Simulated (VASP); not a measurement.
**VASP inputs for TePb (zincblende)**

INCAR

```
LELF = .TRUE.
EDIFF = 1E-7
NELM = 120
GGA = CA
SIGMA = 0.01
LWAVE = .FALSE.
NSW = 0
ISMEAR = 0
ISIF = 2
ENCUT = 520
LREAL = .FALSE.
NBANDS = 17
PREC = Accurate
LASPH = .TRUE.
LCHARG = .TRUE.
IBRION = -1
```

KPOINTS

```
KPOINTS created by Atomic Simulation Environment
0
Gamma
6 6 6
0 0 0
```

KPOINTS_OPT

```
special points
6
Reciprocal
0.0000000000 0.0000000000 0.0000000000 1
0.5000000000 0.0000000000 0.5000000000 1
0.5000000000 0.2500000000 0.7500000000 1
0.3750000000 0.3750000000 0.7500000000 1
0.5000000000 0.5000000000 0.5000000000 1
0.6250000000 0.2500000000 0.6250000000 1
```

POSCAR

```
Pb Te
 1.0000000000000000
     0.0000000000000000    3.6414940559225757    3.6414940559225757
     3.6414940559225757   -0.0000000000000000    3.6414940559225757
     3.6414940559225757    3.6414940559225757   -0.0000000000000000
 Pb  Te
   1   1
Cartesian
 -0.0000000000000000 -0.0000000000000000  0.0000000000000000
  1.8207470279612878  1.8207470279612878  1.8207470279612878
```

VASP ran with the recommended LDA PAW datasets (20 valence electrons in the cell).

**Question.** What does this run give?

**Answer.** gap between bands v and c 0.44 eV; least direct gap 1.07 eV; pressure -1.7 GPa.

Band v is the last that the valence electrons fill when counted band by band, and c is the next. Levels in eV from the top of v:

```csv
point,v−1,v,c,c+1
Γ,-1.45,-1.45,1.45,1.45
X,-2.70,-0.62,0.44,4.31
W,-2.89,0.00,1.73,2.58
K,-2.50,-0.44,1.43,3.47
L,-2.01,-1.99,2.26,2.26
```
